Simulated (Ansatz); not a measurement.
Two Ansatz runs on F

The geometry is COD entry 9012471, unchecked; take it as a test cell.

First run: DFT, PBE, all-electron PAW with datasets made for the crystal, scalar-relativistic (Ansatz 0.2.0).

Command: `ansatz run input.yaml --threads 1 --pin off --max-ram 3072MiB --backend cpu --events-out ev --progress --plain --runs-dir out` The run took 41 s on 1 thread of Intel(R) Xeon(R) 6975P-C (Granite Rapids) (shared host), peak memory 1.6 GiB.

```yaml
crystal:
  lattice:
    - [2.75, -1.64, 0.0]
    - [2.75, 1.64, 0.0]
    - [-1.53601, 0.0, 7.12002]
  atoms:
    - { symbol: F, position: [0.0504, 0.0504, 0.0996] }
    - { symbol: F, position: [0.9496, 0.9496, 0.9004] }
    - { symbol: F, position: [0.505, 0.505, 0.6] }
    - { symbol: F, position: [0.495, 0.495, 0.4] }
kpoints:
  mp_grid: { grid: [11, 11, 5] }
  band_path:
    path:
      - [0.0, 0.0, 0.0]
      - [-0.3430503728, 0.3430503728, 0.0]
      - [-0.6569496272, -0.3430503728, 0.0]
      - [-0.5, -0.5, 0.0]
      - [0.0, 0.0, 0.0]
      - [-0.5, -0.5, 0.5]
      - [-0.6717665024, -0.3282334976, 0.5]
      - [-0.3282334976, 0.3282334976, 0.5]
      - [0.0, 0.0, 0.5]
    npoints: 8
scf:
  occupations: { method: fermi_dirac, width: 0.03 }
hamiltonian:
  xc: pbe
  pseudopotentials: { kind: all_electron, datasets: crystal }
output:
  forces: true
  stress: true
  eigenvalues: true
  efg: { contact_densities: true }
```

Result: converged; pressure -1.34 GPa; largest force 0.951 eV/Å; gap on the k mesh 2.36 eV (the mesh can miss the band edges); 7 SCF iterations.

A second run of a changed input logged this at its end:

```
Error: YAML parse error: `scf.occupations.method` is required: fixed only where the cell keeps a band gap throughout the run, explicit beside scf.occupations.values (under evaluate: without them), else a smearing such as fermi_dirac (scf.occupations.width is optional; its entry in the input reference gives the default)
```

Task: What was wrong with the input?

Result: No occupation method, by this change (others could give a like log):
```diff
@@ -24,5 +24,5 @@
     npoints: 8
 scf:
-  occupations: { method: fermi_dirac, width: 0.03 }
+  max_iter: 75
 hamiltonian:
   xc: pbe
```
